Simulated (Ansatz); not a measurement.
# PtSe2 monolayer (1T): modes against biaxial strain in the plane of the sheet

Wanted: the shifts of the zone-centre modes of PtSe2 monolayer (1T) with strain.

Method: DFT PBE, scalar-relativistic, plane waves, PAW; PAW set soft_1, in Ansatz 0.2.0.

## 1. The structure

The cell holds 3 atoms: 1 Pt and 2 Se. Its edges and angles: a = 3.650 Å, b = 3.650 Å, c = 29.927 Å, α = 90.0°, β = 90.0°, γ = 120.0°. Vacuum lies along c. The height across the vacuum is the one that the program set for its solve, not the one typed.

## 2. A rough relaxation first

The start is far from rest, so a relaxation with loose tolerances brings it close first. The program lengthens the typed cell of 20.0 Å along the normal to 29.9 Å, as its cut-off of the electrostatics needs, and moves no atom.

File input.yaml:

```yaml
crystal:
  lattice:
    - [3.65, 0.0, 0.0]
    - [-1.825, 3.16099, 0.0]
    - [0.0, 0.0, 20.0]
  atoms:
    - { symbol: Pt, position: [0.0, 0.0, 0.5] }
    - { symbol: Se, position: [0.333333, 0.666667, 0.57659] }
    - { symbol: Se, position: [0.666667, 0.333333, 0.42341] }
  periodic: [true, true, false]
kpoints:
  mp_grid: { grid: [6, 6, 1] }
hamiltonian:
  xc: pbe
  pseudopotentials: { kind: paw, azcp: { folder: soft_1 } }
scf:
  occupations: { method: gaussian, width: 0.1 }
output:
  forces: true
  stress: true
  eigenvalues: true
relax:
  adjacent_minimum: "off"
  f_tol: 0.05
  max_steps: 80
  cell: { stress_2d_tol: 0.02 }
```

Launch:

```console
ansatz run input.yaml --threads 4 --pin off --max-ram 16384MiB --backend cpu --events-out ev --progress --plain --runs-dir out
```

Numbers of over 12 decimals in the logs are rounded to 6 here.

What it wrote:

```text
[...]
F+E_penalty+E_count = -23464.07068039 eV   max|allowed force component| = 2.202e-4 eV/Å   (the final SCF, on the basis selected at the relaxed cell)
  cell:  # Å, volume = 364.5280 Å³
    - [3.750309, 0.0, 0]
    - [-1.875155, 3.247863, 0]
    - [0, 0, 29.927200]
  atoms:
    - { symbol: Pt, position: [0, 0, 0.334144] }
    - { symbol: Se, position: [0.333333, 0.666667, 0.377774] }
    - { symbol: Se, position: [0.666667, 0.333333, 0.290514] }
[key lines of the parts left out:]
SCF converged after 9 iterations
Free energy (F): -23464.070680 eV
Fermi energy:    -4.910321 eV
P = ½ c Tr σ = 0.0028 N/m
```

Run time: 7.7 s. Hardware: 4 threads of Arm Neoverse V2, shared host; peak memory 0.69 GiB; 28 s of CPU time.

Step by step:

| step | energy less that of the first step (eV) | largest force component (eV/Å) | volume (Å³) |
| --- | --- | --- | --- |
| 1 | 0.0000 | 1.6676 | 345.29 |
| 2 | -0.2981 | 0.2810 | 346.18 |
| 3 | -0.3477 | 0.0559 | 360.28 |
| 4 | -0.3502 | 0.0097 | 364.50 |
| 5 | -0.3502 | 0.0004 | 364.53 |
| 6* | -0.3510 | 0.0002 | 364.53 |

Relaxation steps marked * repeat the geometry before them on a plane-wave basis chosen anew for their cell, so energy and pressure can jump there.

Forces are held to the 12 operations that the run works with; a distortion that breaks them can't arise in this run.

| cell as run | before | after | change |
| --- | --- | --- | --- |
| a (Å) | 3.650 | 3.750 | +2.7 % |
| b (Å) | 3.650 | 3.750 | +2.7 % |

The atoms that moved most (Å, along periodic axes as changes of fractional coordinates times the final cell, across vacuum about the mean position):

| atom | dx | dy | dz | length |
| --- | --- | --- | --- | --- |
| Se2 | 0.000 | 0.000 | -0.226 | 0.226 |
| Se3 | 0.000 | 0.000 | 0.226 | 0.226 |

Final coordinates:

```xyz
3
Lattice="3.7503 0.0000 0.0000 -1.8752 3.2479 0.0000 0.0000 0.0000 29.9272" Properties=species:S:1:pos:R:3
Pt    0.0000    0.0000   10.0000
Se    0.0000    2.1652   11.3057
Se    1.8752    1.0826    8.6943
```

A gap read on the k-mesh alone can miss the band edges.

Numbers from this step:

```
gap on the k-mesh : 1.670 eV
area per atom     : 4.06 Å²
```

The relaxation ends with a largest force component of 2.2e-4 eV/Å.

## 3. Bringing the structure to rest

Harmonic phonons are second derivatives at a point where the forces vanish, and they are wanted at zero stress, so atoms and cell are relaxed first.

File input.yaml:

```yaml
crystal:
  lattice:
    - [3.7503094601, 0.0, 0.0]
    - [-1.87515473, 3.2478632645, 0.0]
    - [0.0, 0.0, 29.9272]
  atoms:
    - { symbol: Pt, position: [0.0, 0.0, 0.3341441899] }
    - { symbol: Se, position: [0.3333333333, 0.6666666667, 0.3777740492] }
    - { symbol: Se, position: [0.6666666667, 0.3333333333, 0.2905143306] }
  periodic: [true, true, false]
kpoints:
  mp_grid: { grid: [9, 9, 1] }
hamiltonian:
  xc: pbe
  pseudopotentials: { kind: paw, azcp: { folder: soft_1 } }
scf:
  occupations: { method: gaussian, width: 0.02 }
output:
  forces: true
  stress: true
  eigenvalues: true
  write_density: true
  write_potential: true
  elf: true
  volumetric_format: npy
relax:
  adjacent_minimum: "off"
  f_tol: 0.005
  max_steps: 80
  cell: { stress_2d_tol: 0.02 }
```

What it wrote:

```text
[...]
Crystal: 3 atoms, lattice volume = 364.528 Å³
Basis set: ecut = 420 eV, 7157 PW (Γ), exchange–correlation on 54×54×432 points (8 copies of the dense FFT grid, shifted against one another)
Bands: 30, of which v1, the nominal top of the filled ones, is band 25 counted from 1 (24 counted from 0)
Symmetry: 12 space group operations
[...]
k-points: 12 of 81
[...]
SCF iter   1: F=—  HF=-23464.888152 eV  |F-HF|=—  |Δ(HF+E_count)|=         —  Δρ=3.36e-2  dr2=4.56e0  ethr=3.10e-3  ⟨swp⟩=13.5  Hψ=2225  notcnv=0
[...]
SCF iter   9: F=-23464.071110 eV  HF=-23464.071110 eV  |F-HF|=1.02e-8  |Δ(HF+E_count)|=   7.26e-8  Δρ=2.08e-6  dr2=1.95e-8  ethr=2.00e-10  ⟨swp⟩=24.8  Hψ=3392  notcnv=0
SCF 1 converged in 9 iterations: F = -23464.071110 eV  dr2 = 1.95e-8
[...]
relax step   1: F+E_penalty+E_count = -23464.07110993 eV  Δ(F+E_penalty+E_count) = +0.000e0 eV  max|allowed force component| = 1.223e-2 eV/Å  Δτ_max = 0.0000 Å  P = -0.018 N/m  Ω = 364.528 Å³  fix = [c, alpha, beta]  reactions: c -0.000 N/m  (9 SCF iters, dr2 threshold 1.00e-7 eV, accepted)
Crystal: 3 atoms, lattice volume = 364.083 Å³
Basis set: ecut = 420 eV, 7133 PW (Γ), exchange–correlation on 54×54×432 points (8 copies of the dense FFT grid, shifted against one another)
[...]
SCF iter   6: F=-23464.071141 eV  HF=-23464.071141 eV  |F-HF|=9.68e-10  |Δ(HF+E_count)|=   1.03e-8  Δρ=4.38e-7  dr2=1.36e-9  ethr=1.87e-11  ⟨swp⟩=15.9  Hψ=3036  notcnv=0
SCF 2 converged in 6 iterations: F = -23464.071141 eV  dr2 = 1.36e-9
relax step   2: F+E_penalty+E_count = -23464.07114059 eV  Δ(F+E_penalty+E_count) = -3.067e-5 eV  max|allowed force component| = 1.637e-2 eV/Å  Δτ_max = 0.0038 Å  P = -0.040 N/m  Ω = 364.083 Å³  energy of the carried Pulay correction = +1.950e-5 eV  fix = [c, alpha, beta]  reactions: c -0.000 N/m  (6 SCF iters, dr2 threshold 9.35e-9 eV, accepted)
Crystal: 3 atoms, lattice volume = 364.182 Å³
[...]
SCF iter   5: F=-23464.071160 eV  HF=-23464.071160 eV  |F-HF|=2.06e-9  |Δ(HF+E_count)|=   1.26e-8  Δρ=1.19e-6  dr2=8.51e-9  ethr=3.35e-11  ⟨swp⟩=13.9  Hψ=3263  notcnv=0
SCF 3 converged in 5 iterations: F = -23464.071160 eV  dr2 = 8.51e-9
relax step   3: F+E_penalty+E_count = -23464.07115962 eV  Δ(F+E_penalty+E_count) = -1.903e-5 eV  max|allowed force component| = 1.405e-3 eV/Å  Δτ_max = 0.0016 Å  P = -0.012 N/m  Ω = 364.182 Å³  energy of the carried Pulay correction = +1.519e-5 eV  fix = [c, alpha, beta]  reactions: c -0.000 N/m  (5 SCF iters, dr2 threshold 1.67e-8 eV, accepted)
[...]
SCF iter   1: F=—  HF=-23464.071056 eV  |F-HF|=—  |Δ(HF+E_count)|=         —  Δρ=1.69e-6  dr2=9.98e-9  ethr=4.73e-7  ⟨swp⟩=6.2  Hψ=3755  notcnv=0
eigensolver tolerance schedule: the retry pair's looser diagonalisation over-reported the residual by 23710.38 of it (diagonalisation noise at an unbounded share of the residual, at the tolerance the schedule requests for it); recorded, not acted on — ethr = c·dr2/N_el stays at c = 1.0e-1
[...]
SCF iter   2: F=—  HF=-23464.071143 eV  |F-HF|=—  |Δ(HF+E_count)|=   8.66e-5  Δρ=1.08e-6  dr2=4.58e-9  ethr=2.00e-11  ⟨swp⟩=5.9  Hψ=1380  notcnv=0
[...]
SCF iter   6: F=-23464.071143 eV  HF=-23464.071143 eV  |F-HF|=7.28e-12  |Δ(HF+E_count)|=  1.46e-10  Δρ=3.31e-8  dr2=2.64e-12  ethr=1.00e-12  ⟨swp⟩=11.1  Hψ=2153  notcnv=0
SCF 4 converged in 6 iterations: F = -23464.071143 eV  dr2 = 2.64e-12
relax step   4: F+E_penalty+E_count = -23464.07114285 eV  Δ(F+E_penalty+E_count) = +1.677e-5 eV  max|allowed force component| = 1.415e-3 eV/Å  Δτ_max = 0.0000 Å  P = -0.012 N/m  Ω = 364.182 Å³  fix = [c, alpha, beta]  reactions: c -0.000 N/m  stress off target by 1.17e-2 N/m on what of the cell is left free  SCF on the basis re-selected at this cell (its energy is not comparable with the rows above)  (6 SCF iters)
basis re-selected at this cell: Δ(F+E_penalty+E_count) = +1.677e-5 eV, ΔP = +0.000 N/m vs the last step (what re-selecting the basis moved, of the pressure what is left beyond the Pulay correction that the steps carried, after the strain that the cell walked since its last selection, with what the two solves' SCF thresholds leave and, on support functions, any second-order correction that the steps lacked; it is no m [...]
SCF converged after 6 iterations
Free energy (F): -23464.071143 eV
[...]
Internal energy: -23464.071143 eV  (E = F + TS)
E sigma→0 (E₀):  -23464.071143 eV
Fermi energy:    -5.036555 eV
[...]
--- Forces (eV/Å), atoms counted from 1 ---
  atom   1  Pt     0.00000000     0.00000000     0.00000000
  atom   2  Se    -0.00000000     0.00000000    -0.00141479
  atom   3  Se     0.00000000    -0.00000000     0.00141479
  max |Σ_I F_I| component: 2.31e-18 eV/Å
--- 2D stress c σ (N/m, compression-positive) ---
       -0.011662       0.000000       0.000000
        0.000000      -0.011662      -0.000000
        0.000000      -0.000000      -0.000000
  P = ½ c Tr σ = -0.0117 N/m
--- Band table (eV; the first three rows and the last of 12) ---
  k-point 0: bands = [... 21 lower, -6.9136, -6.2761, -5.7313, -5.7313, -2.7773, -2.7773, -1.2079 (-1.2080°), -0.4557, ... 1 higher]
  k-point 1: bands = [... 21 lower, -7.3259, -6.0624, -5.7950, -5.7379, -3.5351, -2.9544, -0.7714 (-0.7716°), -0.2488, ... 1 higher]
  k-point 2: bands = [... 21 lower, -7.8215, -6.1100, -5.9635, -5.8512, -4.3415, -3.1595, -0.0615 (-0.0619°), 0.0817, ... 1 higher]
  k-point 11: bands = [... 21 lower, -8.1801, -7.8851, -6.6643, -6.6643, -3.9127, -3.9127, 0.3722, 2.4483, ... 1 higher]
  ° read free of the cell's end (the report's vacuum.weakly_bound_levels)
--- Relaxed structure (3 steps of the walk, 3 accepted, 1 SCFs on fresh bases) ---
[...]
cell:  # Å, volume = 364.1816 Å³
    - [3.748527, -2.8853841558239354e-11, 0]
    - [-1.874264, 3.246320, 0]
    - [0, 0, 29.9272]
  atoms:
    - { symbol: Pt, position: [0, 0, 0.334144] }
    - { symbol: Se, position: [0.333333, 0.666667, 0.377848] }
    - { symbol: Se, position: [0.666667, 0.333333, 0.290441] }
```

It took 9.1 s on 4 threads; peak memory 0.76 GiB.

Little changed from the start: no atom moved by 0.005 Å and no cell edge by 0.1 %.

Numbers from this step:

- gap on the k-mesh: 1.390 eV
- area per atom: 4.056 Å²

Valence density in the ac plane at fractional y = 0.000, with atoms of Pt within 0.2 Å of it. It is the smooth field of the valence electrons, not physical close to the nuclei.

Ten steps, logarithmic in the rise over the least value, from '0' (0.00 × 1e0 e/Å³) to '9' (6.53 × 1e0 e/Å³), each cell a mean:
```
00000000000000
00000000000000
00000000000000
00000000000000
00000000000000
00000000000000
00000000000000
00000000000000
00000000000000
00000000000000
00000000000000
00000000000000
00000000000000
00000000000000
22222333322222
99864333334689
98754333334678
11112222222111
00000000000000
00000000000000
00000000000000
00000000000000
00000000000000
00000000000000
```
Columns run along a (3.7 Å), rows up along c (29.9 Å). Atoms in or near the plane, at fractional coordinates: Pt at (0.00, 0.33).

ELF in the ac plane at fractional y = 0.000, with atoms of Pt within 0.2 Å of it. It is the smooth field of the valence electrons, not physical close to the nuclei.

Ten even steps from '0' (0.00) to '9' (0.66), each cell a mean:
```
00000000000000
00000000000000
00000000000000
00000000000000
00000000000000
00000000000000
00000000000000
00000000000000
00000000000000
00000000000000
00000000000000
00000000000000
00000000000000
00001345421000
22236899985322
87655555554568
76555666665567
11135899975211
00001233210000
00000000000000
00000000000000
00000000000000
00000000000000
00000000000000
```
Columns run along a (3.7 Å), rows up along c (29.9 Å). Atoms in or near the plane, at fractional coordinates: Pt at (0.00, 0.33).

Electrostatic potential energy in the ac plane at fractional y = 0.000, with atoms of Pt within 0.2 Å of it. With pseudopotentials it is smooth inside the atoms' cores, unlike the true potential.

Ten even steps from '0' (-15 eV) to '9' (0 eV), each cell a mean:
```
99999999999999
99999999999999
99999999999999
99999999999999
99999999999999
99999999999999
99999999999999
99999999999999
99999999999999
99999999999999
99999999999999
99999999999999
99999999999999
99999999999999
88887765678888
00014666663100
11235665664211
99988766778999
99999999999999
99999999999999
99999999999999
99999999999999
99999999999999
99999999999999
```
Columns run along a (3.7 Å; values clipped at the 3rd and 97th percentile), rows up along c (29.9 Å). Atoms in or near the plane, at fractional coordinates: Pt at (0.00, 0.33).

## 4. Tight relaxation

Phonons need small forces and stress, so the relaxation is finished with tight tolerances on 9×9×1 k points.

input.yaml, the sections that differ from step 3:

```yaml
crystal:
  lattice:
    - [3.7485271296, 0.0, 0.0]
    - [-1.8742635648, 3.246319721, 0.0]
    - [0.0, 0.0, 29.9272]
  atoms:
    - { symbol: Pt, position: [0.0, 0.0, 0.3341441899] }
    - { symbol: Se, position: [0.3333333333, 0.6666666667, 0.3778475373] }
    - { symbol: Se, position: [0.6666666667, 0.3333333333, 0.2904408425] }
  periodic: [true, true, false]
scf:
  occupations: { method: fixed }
relax:
  adjacent_minimum: "off"
  f_tol: 0.001
  max_steps: 60
  cell: { stress_2d_tol: 0.002 }
# kpoints, hamiltonian, output: as in step 3
```

What it wrote:

```text
[...]
Crystal: 3 atoms, lattice volume = 364.182 Å³
Basis set: ecut = 420 eV, 7157 PW (Γ), exchange–correlation on 54×54×432 points (8 copies of the dense FFT grid, shifted against one another)
Bands: 30, of which v1, the nominal top of the filled ones, is band 25 counted from 1 (24 counted from 0)
Symmetry: 12 space group operations
[...]
k-points: 12 of 81
[...]
° read free of the cell's end (the report's vacuum.weakly_bound_levels)
--- Relaxed structure (3 steps of the walk, 3 accepted, 1 SCFs on fresh bases) ---
[...]
cell:  # Å, volume = 364.1094 Å³
    - [3.748155, 0.0, 0]
    - [-1.874078, 3.245998, 0]
    - [0, 0, 29.9272]
  atoms:
    - { symbol: Pt, position: [0, 0, 0.334144] }
    - { symbol: Se, position: [0.333333, 0.666667, 0.377851] }
    - { symbol: Se, position: [0.666667, 0.333333, 0.290437] }
[key lines of the parts left out:]
SCF converged after 10 iterations
Free energy (F): -23464.071143 eV
Fermi energy:    -5.730686 eV
P = ½ c Tr σ = 0.0005 N/m
```

Elapsed: 11 s, on 4 threads; peak memory 0.76 GiB; 41 s of CPU time.

Little changed from the start: no atom moved by 0.005 Å and no cell edge by 0.1 %.

Electrostatic potential energy in the ac plane at fractional y = 0.000, with atoms of Pt within 0.2 Å of it. With pseudopotentials it is smooth inside the atoms' cores, unlike the true potential.

Ten even steps from '_' (-15 eV) to '@' (0 eV), each cell a mean:
```
@@@@@@@@@@@@@@@@@@@@@@@@@@@@
@@@@@@@@@@@@@@@@@@@@@@@@@@@@
@@@@@@@@@@@@@@@@@@@@@@@@@@@@
@@@@@@@@@@@@@@@@@@@@@@@@@@@@
@@@@@@@@@@@@@@@@@@@@@@@@@@@@
@@@@@@@@@@@@@@@@@@@@@@@@@@@@
@@@@@@@@@@@@@@@@@@@@@@@@@@@@
@@@@@@@@@@@@@@@@@@@@@@@@@@@@
@@@@@@@@@@@@@@@@@@@@@@@@@@@@
@@@@@@@@@@@@@@@@@@@@@@@@@@@@
@@@@@@@@@@@@@@@@@@@@@@@@@@@@
@@@@@@@@@@@@@@@@@@@@@@@@@@@@
@@@@@@@@@@@@@@@@@@@@@@@@@@@@
@@@@@@@@@@@@@@@@@@@@@@@@@@@@
%%%%%%%%####**++**##%%%%%%%%
______..==**********--..____
....::--++****++****==::....
@@@@@@%%%%##****####%%@@@@@@
@@@@@@@@@@@@@@@@@@@@@@@@@@@@
@@@@@@@@@@@@@@@@@@@@@@@@@@@@
@@@@@@@@@@@@@@@@@@@@@@@@@@@@
@@@@@@@@@@@@@@@@@@@@@@@@@@@@
@@@@@@@@@@@@@@@@@@@@@@@@@@@@
@@@@@@@@@@@@@@@@@@@@@@@@@@@@
```
Columns run along a (3.7 Å; values clipped at the 3rd and 97th percentile), rows up along c (29.9 Å). Atoms in or near the plane, at fractional coordinates: Pt at (0.00, 0.33).

Valence density in the ac plane at fractional y = 0.000, with atoms of Pt within 0.2 Å of it. It is the smooth field of the valence electrons, not physical close to the nuclei.

Ten steps, logarithmic in the rise over the least value, from '_' (0.00 × 1e0 e/Å³) to '@' (6.53 × 1e0 e/Å³), each cell a mean:
```
____________________________
____________________________
____________________________
____________________________
____________________________
____________________________
____________________________
____________________________
____________________________
____________________________
____________________________
____________________________
____________________________
____________________________
::::::::::--------::::::::::
@@@@%%**==----------==**%%@@
@@%%##++==----------==**##%%
........::::::::::::::......
____________________________
____________________________
____________________________
____________________________
____________________________
____________________________
```
Columns run along a (3.7 Å), rows up along c (29.9 Å). Atoms in or near the plane, at fractional coordinates: Pt at (0.00, 0.33).

ELF in the ac plane at fractional y = 0.000, with atoms of Pt within 0.2 Å of it. It is the smooth field of the valence electrons, not physical close to the nuclei.

Ten even steps from '_' (0.00) to '@' (0.66), each cell a mean:
```
____________________________
____________________________
____________________________
____________________________
____________________________
____________________________
____________________________
____________________________
____________________________
____________________________
____________________________
____________________________
____________________________
________..--==++==::..______
::::::--**%%@@@@@@%%++--::::
%%##**++++++++++++++==++**%%
##**++++++**********++++**##
......--++%%@@@@@@##++::....
________..::----::..________
____________________________
____________________________
____________________________
____________________________
____________________________
```
Columns run along a (3.7 Å), rows up along c (29.9 Å). Atoms in or near the plane, at fractional coordinates: Pt at (0.00, 0.33).

The largest force component left is 0.30 meV/Å, within the tolerances set.

[end of part 1 of 2]

[Logs are printed without paths, hosts, clocks, repeated set-up lines and the standing remarks that a program may print on its own settings, such as how far it seeks lower states.]

[Hosts, paths, dates, database ids (printed as entryN), source tags and the programs' standing remarks are cut or masked in the printed files.]
